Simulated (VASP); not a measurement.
HfS2:

```
CELL_PARAMETERS angstrom
3.59936 0.00000 0.00000
-1.79968 3.11714 0.00000
0.00000 0.00000 5.76533
ATOMIC_POSITIONS crystal
Hf 0.00000 0.00000 0.00000
S 0.66667 0.33333 0.74789
S 0.33333 0.66667 0.25211
```

The cell is a database's computed one.

Base run:

```yaml
Program: VASP 6.6.1
Functional: PBE
Potentials_or_basis: VASP PAW PBE potentials, release 64 (Hf_pv, S)
Cutoff: 520 eV
k_mesh: 6 × 6 × 3
Occupations: gaussian, width 0.03 eV
Spin: no spin polarisation
```

Its results: band gap on the k mesh 0.94 eV, indirect (least direct gap 1.80 eV); pressure 2.8 GPa; largest force 0.021 eV/Å.

Task: The run is repeated on the same cell with these changes: functional from PBE to PBE-EpsX. What comes out?

Result: Band gap on the k mesh 1.55 eV, indirect (least direct gap 2.48 eV); pressure 2.0 GPa; largest force 0.137 eV/Å.

PBE-EpsX gives the wider gap, since exact exchange removes part of the self-interaction.

Caveats: spin-orbit coupling is left out, which moves the levels of the heavy elements; this functional lacks dispersion, which binds the layers, so the pressure and a relaxed spacing across them are unreliable (some runs); the PAW data sets were made with another functional, which shifts forces and pressure a little (some runs).

A k mesh can miss the band edges.
